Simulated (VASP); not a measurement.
Set up this calculation in VASP 6.6.1, as the native input.

```yaml
Task: single point
Functional: PBEsol
Potentials_or_basis: VASP PAW PBE potentials, release 64 (Ru_pv)
Cutoff: 520 eV
k_mesh: 11 × 11 × 6
Occupations: fermi-dirac, width 0.05 eV
Spin: no spin polarisation
Ladder: free
Further_INCAR_settings: ALGO = Normal; EDIFF = 1e-07; NBANDS = 21
```

The structure of Ru lies in POSCAR:

```
Ru
1.0
    2.7058000000      0.0000000000      0.0000000000
   -1.3529000000      2.3432915376      0.0000000000
    0.0000000000      0.0000000000      4.2819000000
Ru
2
Direct
    0.6666666667      0.3333333333      0.7500000000
    0.3333333333      0.6666666667      0.2500000000
```

These files were run (other wordings do the same):

INCAR

```
PREC = Accurate
ENCUT = 520
EDIFF = 1E-7
ISMEAR = -1
SIGMA = 0.05
LREAL = F
LASPH = T
NELM = 60
ALGO = Normal
ISIF = 2
LWAVE = F
LCHARG = F
GGA = PS
NBANDS = 21
```

KPOINTS

```
regular mesh
0
Gamma
  11 11 6
```

Potentials or basis: VASP PAW PBE potentials, release 64 (Ru_pv).

Command:

```console
$ cat potpaw_PBE.64/Ru_pv/POTCAR > POTCAR
$ mpirun -np 1 vasp_std > vasp.out
```

It gave:

The pressure is -6.3 GPa and the band gap on the k mesh is none (metal or under the smearing width).

Caveat: the PAW data sets were made with another functional, which shifts forces and pressure a little.

It took 21 s on 1 thread of AMD EPYC 7R13 Processor (Zen 3), with other jobs on the host, peak memory 0.12 GiB.
